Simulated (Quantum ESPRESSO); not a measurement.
ZrB2, 3 atoms in the cell. Symmetry: P6/mmm, No. 191, hexagonal system. The conventional cell has a = 3.170 Å, b = 3.170 Å, c = 3.533 Å, α = 90.00°, β = 90.00°, γ = 120.00°. Around Zr (site symmetry 6/mmm) lie 12 B at 2.54 Å. B (site symmetry -6m2) has 3 B at 1.83 Å as nearest neighbours. 

- Program: Quantum ESPRESSO 7.5
- Task: phonons
- Functional: PBE
- Potentials or basis: JTH 2.0 PBE
- Cutoff: 490 eV
- Density cutoff: 2939 eV
- k mesh: 10 × 10 × 8
- Occupations: methfessel-paxton, width 0.272 eV
- Spin: no spin polarisation
- Mixing beta: 0.5
- Most SCF iterations: 120
- SCF threshold: 6e-10 Ry

Potentials or basis: JTH 2.0 PBE.

The run is started by

```bash
$ OMP_NUM_THREADS=1 pw.x -in pw.in > pw.out
$ OMP_NUM_THREADS=1 pw.x -in relax.in > relax.out
$ OMP_NUM_THREADS=1 pw.x -in scf2.in > scf2.out
$ OMP_NUM_THREADS=1 ph.x -in ph.in > ph.out
$ OMP_NUM_THREADS=1 dynmat.x -in dynmat.in > dynmat.out
```

Hardware: 1 thread of Arm Neoverse V1 (shared host).

Question: How long does it take, and how much memory?

Answer: Run time: 5.6 min on 1 thread of Arm Neoverse V1, with other jobs on the host, peak memory 0.11 GiB. Counts: scf iterations 49, k pools 1, bands 15, ion steps 4, k points 70, g dense 11029.
